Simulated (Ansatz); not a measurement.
**Ansatz 0.2.0, settings compared: Bi**

The input file (Ansatz 0.2.0, plane waves):

```yaml
crystal:
  lattice:
    - [3.658343, 0.0, 0.0]
    - [-1.829171, 3.168224, 0.0]
    - [0.0, 0.0, 5.69934]
  atoms:
    - { symbol: Bi, position: [0.33333, 0.66667, 0.25] }
    - { symbol: Bi, position: [0.66666, 0.33333, 0.75] }
  symmetry: { tolerance: 0.0003 }
kpoints:
  mp_grid: { grid: [6, 6, 3], shift: [0, 0, 0] }
magnetization:
  spin_polarized: false
scf:
  occupations: { method: fermi_dirac }
hamiltonian:
  pseudopotentials: { kind: paw }
  xc: r2scan
basis:
  ecutwfc: 500
output:
  forces: true
  stress: true
  eigenvalues: true
  write_density: true
  write_potential: true
  elf: true
  volumetric_format: npy
```

Launch command:

```bash
ansatz run input.yaml --threads 1 --pin off --max-ram 2560MiB --backend cpu --events-out ev --progress --plain --runs-dir out
```

Origin of the cell: a known structure type with other elements, at an estimated volume, so it need not be a known compound.

The smearing width isn't typed, so it takes its default of 0.1 eV.

Output of this run (shortened):

```
SCF iter   1: F=—  HF=-24821.508910 eV  Δρ=3.69e-3  dr2=7.34e-3  dr2_τ=6.06e-4
SCF iter   2: F=—  HF=-24821.521218 eV  Δρ=2.21e-3  dr2=3.23e-3  dr2_τ=9.39e-5  defer=1
SCF iter   3: F=—  HF=-24821.523858 eV  Δρ=6.45e-4  dr2=4.06e-4  dr2_τ=4.38e-6  defer=1
SCF iter   4: F=—  HF=-24821.524230 eV  Δρ=1.82e-4  dr2=1.97e-5  dr2_τ=4.69e-7  defer=1
SCF iter   5: F=—  HF=-24821.524278 eV  Δρ=3.17e-5  dr2=7.43e-7  dr2_τ=1.78e-8  defer=1
SCF iter   6: F=—  HF=-24821.524279 eV  Δρ=1.17e-5  dr2=1.57e-7  dr2_τ=1.27e-9
SCF iter   7: F=-24821.524280 eV  HF=-24821.524280 eV  Δρ=3.24e-6  dr2=1.20e-8  dr2_τ=1.06e-10
SCF 1 converged in 7 iterations: F = -24821.524280 eV  dr2 = 1.20e-8
SCF converged after 7 iterations
Free energy (F): -24821.524280 eV
Harris-Foulkes:  -24821.524280 eV  (|F-HF|=4.26e-9)
Internal energy: -24821.471956 eV  (E = F + TS)
E sigma→0 (E₀):  -24821.498118 eV
Entropy (-TS):   -0.052324 eV (-26.162 meV/atom)
Fermi energy:    10.798043 eV
--- Per-component energies (eV) ---
  E_band       = -211.822944
  E_kinetic    = 599.881023
  E_local      = -2891.888369  (includes V_loc(G=0)·N_el)
  E_nonlocal   = 1122.577183
  E_hartree    = 919.441631
  E_xc         = -280.198182
  E_vxc        = -311.186066  (∫ρ·V_xc dr)
  E_paw        = -21377.478543  (= ΣΔE_a)
  E_vpaw       = -591.897810  (= ΣTr[D̂ρ^β])
  E_aug_tail   = -0.000558  (compensation charges beyond the density's cutoff)
  E_vtau       = 21.805936  (kinetic-family band-sum trace: ∫τ·v_τ [+ j·A + Jᵃ·Aᵃ] dr)
  E_ewald      = -2915.557235
  E_core_change = 1.751094  (= ΣΔE_core)
  E_smearing   = -0.052324  (= −TS)
  Σ components = -24821.524280   (vs F -24821.524280, Δ=0.00e0)
--- Forces (eV/Å), atoms counted from 1 ---
  atom   1  Bi    -0.000000     0.000000     0.000000
  atom   2  Bi     0.000000     0.000000     0.000000
  max |Σ_I F_I| component: 9.25e-18 eV/Å
--- Stress (GPa, compression-positive) ---
       -4.881527       0.000000       0.000000
       -0.000000      -4.881527       0.000000
        0.000000       0.000000       0.331522
  P = ⅓ Tr σ = -3.1438 GPa (-31.438 kbar)
```

The same input was run again with these changes:

1. `scf.n_extra_bands` default → 32; `scf.algorithm` default → direct_min
2. `scf.eigensolver.kind` default → davidson; `basis.precision` default → f64; `magnetization` { spin_polarized: false } → { spin_polarized: true } (starts: flip); typed moments: none
3. `scf.mixing.algorithm` default → msr1; `scf.mixing.beta` default → 0.5; `hamiltonian.xc` r2scan → pbe
4. `scf.occupations.method` fermi_dirac → tetrahedron; `crystal.symmetry` { tolerance: 0.0003 } → { detect: false }

```csv
run,end,SCF iterations,P (GPa),max force component (eV/Å),moment (μB),ΔE(σ→0) (meV/atom)
base,converged,7,-3.14,0.000,–,0
1,converged,4,-3.14,0.000,–,0.00
2,converged,9,-3.14,0.000,0.00,0.00
3,converged,7,-2.31,0.000,–,–
4,converged,7,-2.60,0.000,–,9.36
```

Energies are compared only where functional, datasets, charge and starting cell are the same.

Caveats of the base run: no spin-orbit coupling, though heavy elements are present; the k mesh is coarse if the cell is a metal.

Run 2: spin is on but no moment was typed.
Run 4: forces and stress under tetrahedra may miss the slope of the energy.

Time of the base run: 3.3 s on 1 thread of AMD EPYC 7R13 Processor (Zen 3) (shared host), peak memory 0.57 GiB, from the program's own first density.
